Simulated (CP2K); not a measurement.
Runs of CP2K 2026.2 on La2O3. Symmetry: P-3m1, No. 164, trigonal system. Conventional cell: a = 3.931 Å, b = 3.931 Å, c = 6.112 Å, α = 90.00°, β = 90.00°, γ = 120.00°. La (site symmetry 3m) is surrounded by 4 O at 2.36 to 2.44 Å. Around O (site symmetry -3m) lie 6 La at 2.72 Å. O (site symmetry 3m) is surrounded by 4 La at 2.36 to 2.44 Å. The cell is a database's computed one.

| level | potentials or basis | smearing | points a segment of the path (NPOINTS) | bands added on the path | CUTOFF of the grids | gap on the mesh (eV) | pressure (GPa) | largest force (eV/Å) |
| --- | --- | --- | --- | --- | --- | --- | --- | --- |
| TB-mBJ | GTH_POTENTIALS La GTH-PBE-q11; POTENTIAL_UZH O GTH-PBE-q6; TZVP-MOLOPT-SR-GTH, TZVP-MOLOPT-PBE-GTH basis | fermi-dirac 0.05 eV | 6 | 2 | 850 Ry | 4.37 | - | - |
| r2SCAN | POTENTIAL_UZH La GTH-SCAN-q11, O GTH-SCAN-q6; TZVP-MOLOPT-SR-GTH, TZVP-MOLOPT-SCAN-GTH basis | fermi-dirac 0.01 eV | 10 | 4 | 850 Ry | 4.41 | -0.1 | 0.09 |
| LDA | GTH_POTENTIALS La GTH-PADE-q11, O GTH-PADE-q6; TZVP-MOLOPT-SR-GTH, TZVP-MOLOPT-PBE-GTH basis | fermi-dirac 0.05 eV | 8 | 2 | 600 Ry | 3.86 | -4.2 | (b) |
| PBEsol | GTH_POTENTIALS La GTH-PBE-q11; POTENTIAL_UZH O GTH-PBE-q6; TZVP-MOLOPT-SR-GTH, TZVP-MOLOPT-PBE-GTH basis | fermi-dirac 0.0259 eV | 8 | 4 | 600 Ry | (a) | -0.4 | 0.04 |

Alike in all rows: task band structure; no spin polarisation; cell as given; k mesh 8 × 8 × 5.

Q: Estimate the missing entries.

A: (a) 3.88; (b) 0.06.

Caveats: spin-orbit coupling is left out, which moves the levels of the heavy elements; the mesh misses the band edges, which the band path finds closer together; the basis of atomic orbitals isn't converged, which shifts pressures, moduli and gaps; the potentials were made for another functional, which shifts forces and pressure (some runs); this is a model potential without an energy functional, so only levels have meaning (some runs).

A k mesh can miss the band edges, and the runs leave out spin-orbit coupling on La.
